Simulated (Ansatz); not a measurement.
**Li under changes of volume**

One of the cells (21.609 Å³/atom); the others are scaled copies at fixed shape and fractional positions:

```xyz
1
Lattice="-1.7547 1.7547 1.7547 1.7547 -1.7547 1.7547 1.7547 1.7547 -1.7547" Properties=species:S:1:pos:R:3 pbc="T T T"
Li    0.0000    0.0000    0.0000
```

* Program: Ansatz 0.2.0
* Functional: r2SCAN
* Potentials or basis: Ansatz PAW
* Cutoff: 500 eV (not typed: the program's choice for these potentials)
* k mesh: 11 × 11 × 11
* Occupations: fermi-dirac, width 0.05 eV
* Spin: no spin polarisation

```csv
volume (Å³/atom),energy over the lowest point (meV/atom),pressure (GPa)
20.312,0.90,0.5
20.744,?,?
21.177,0.00,-0.1
21.609,0.63,-0.4
22.041,1.91,-0.6
22.473,3.78,-0.8
22.905,6.18,-1.0
```

Task: What does the run at 20.744 Å³/atom give?

Result: Energy over the lowest point 0.07 meV/atom; pressure 0.2 GPa.

Worked out: A Birch-Murnaghan fit of order 3 (a polynomial in V^(-2/3)) to the other rows has its minimum at 21.00 Å³/atom with B0 = V·E''(V) = 13.1 GPa and B' = 3.3. It gives 0.06 meV/atom at 20.744 Å³/atom, against the run's 0.07, and -dE/dV = 0.2 GPa, against 0.2.

Energies are extrapolated to zero smearing.

Caveats: the PAW data sets were made with another functional, which shifts forces and pressure a little.
